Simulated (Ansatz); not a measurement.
Computed with Ansatz on PBE0-D4/def2-TZVP structures; ΔE is electronic, products minus reactants. CCSD(T)/CBS adds triple-zeta CCSD(T) − MP2 to the extrapolated MP2 energy (def2 sets, frozen cores). DFT in def2-TZVPP. Each species was taken in one conformer, which may not be the lowest.

Consider the substitution at a C–C bond: `C=C(C)CC` + `C[NH][Al]([OH])[OH]` → `C[N](C)[Al]([OH])[OH]` + `C=CCC`.

| level | ΔE (kJ/mol) |
| --- | --- |
| PBE-D4 | 39.1 |
| B2PLYP | 39.7 |
| MP2/def2-TZVPP | 43.6 |
| SCS-MP2/def2-TZVPP | 40.9 |
| CCSD/def2-TZVPP | 40.4 |
| HF/def2-QZVPP | 38.6 |
| SCS-MP2/def2-QZVPP | 42.2 |
| CCSD/CBS(def2) | 42.5 |

**Question.** What does CCSD(T)/CBS give? (Estimate.)

**Answer.** Computed: +42.4 kJ/mol. The listed levels differ from it by -3.3, -2.7, 1.2, -1.5, -2.0, -3.8, -0.2, 0.1 kJ/mol.

Largest T1 diagnostic among the species: 0.011.

CCSD(T)/CBS has its own doubt, a few kJ/mol and more with outer-core shells, so smaller differences from it don't rank the levels.
